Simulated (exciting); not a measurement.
Consider KF (Carobbiite), space group Fm-3m.

```cif
data_structure
_symmetry_space_group_name_H-M 'P 1'
_symmetry_Int_Tables_number 1
_cell_length_a 3.7786
_cell_length_b 3.7786
_cell_length_c 3.7786
_cell_angle_alpha 60.000
_cell_angle_beta 60.000
_cell_angle_gamma 60.000
_cell_volume 38.15
loop_
_atom_site_label
_atom_site_type_symbol
_atom_site_fract_x
_atom_site_fract_y
_atom_site_fract_z
_atom_site_occupancy
K1 K 0.00000 0.00000 0.00000 1
F2 F 0.50000 0.50000 0.50000 1
```

Absorber: atom 2, with 6 K at 2.67 Å (octahedral, site symmetry m-3m). Method: exciting, all-electron LAPW+lo, PBEsol, exchange and screened direct term (singlet BSE), 5×5×5 shifted k points, 21 conduction bands, |G+q| up to 3 bohr⁻¹, full RPA screening with nempty = 42, Lorentzian half width 0.45 eV.

What does the F K spectrum look like, and is there a bound core exciton?

Bound core exciton? Yes on this mesh: the first bright state (over 5 % of the brightest) lies at -0.79 eV from the Kohn–Sham onset and at -1.01 eV from the lowest bare transition of its own mesh; weaker or dark states reach down to -1.87 eV. Maxima (height): -0.6 eV (1.00), 3.3 eV (0.46), 4.9 eV (0.21), 6.8 eV (0.18), 14.0 eV (0.24) and 15.5 eV (0.35).

Energy from the Kohn–Sham onset, core level to the lowest empty state found on the meshes used; Im ε in relative units:

| E (eV) | Im ε |
| --- | --- |
| -4.5 | 0.02 |
| -4.0 | 0.03 |
| -3.5 | 0.03 |
| -3.0 | 0.05 |
| -2.5 | 0.07 |
| -2.0 | 0.12 |
| -1.5 | 0.25 |
| -1.0 | 0.65 |
| -0.5 | 0.98 |
| 0.0 | 0.68 |
| 0.5 | 0.42 |
| 1.0 | 0.26 |
| 1.5 | 0.18 |
| 2.0 | 0.18 |
| 2.5 | 0.25 |
| 3.0 | 0.38 |
| 3.5 | 0.43 |
| 4.0 | 0.23 |
| 4.5 | 0.19 |
| 5.0 | 0.21 |
| 5.5 | 0.17 |
| 6.0 | 0.14 |
| 6.5 | 0.16 |
| 7.0 | 0.18 |
| 7.5 | 0.12 |
| 8.0 | 0.10 |
| 8.5 | 0.10 |
| 9.0 | 0.11 |
| 9.5 | 0.13 |
| 10.0 | 0.13 |
| 10.5 | 0.11 |
| 11.0 | 0.10 |
| 11.5 | 0.08 |
| 12.0 | 0.08 |
| 12.5 | 0.10 |
| 13.0 | 0.15 |
| 13.5 | 0.22 |
| 14.0 | 0.24 |
| 14.5 | 0.22 |
| 15.0 | 0.26 |
| 15.5 | 0.35 |
| 16.0 | 0.29 |
| 16.5 | 0.24 |
| 17.0 | 0.20 |
| 17.5 | 0.14 |
| 18.0 | 0.11 |
| 18.5 | 0.10 |
| 19.0 | 0.09 |
| 19.5 | 0.08 |
| 20.0 | 0.07 |
| 20.5 | 0.06 |
| 21.0 | 0.07 |
| 21.5 | 0.08 |
| 22.0 | 0.08 |
| 22.5 | 0.08 |
| 23.0 | 0.10 |
| 23.5 | 0.12 |
| 24.0 | 0.12 |
| 24.5 | 0.11 |

A mesh of 125 points doesn't converge binding energies. Exchange and the short-range direct term aren't converged in the kernel cutoff. The zero comes from the unshifted 5×5×5 ground-state mesh; it is exact only where the band minimum lies on that mesh. The Kohn–Sham onset, 654 eV, is no photon energy: the scale needs a rigid shift. Bands and screening come from semilocal DFT, whose small gap overscreens. Vibrations and energy-dependent lifetimes are left out. The structure is a published determination, not relaxed.

[Banner, clock and machine lines of the logs are left out without a mark of their own.]

[Logs are printed without paths, hosts, clocks, repeated set-up lines and the standing remarks that a program may print on its own settings, such as how far it seeks lower states.]

[Hosts, paths, dates, database ids (printed as entryN), source tags and the programs' standing remarks are cut or masked in the printed files.]
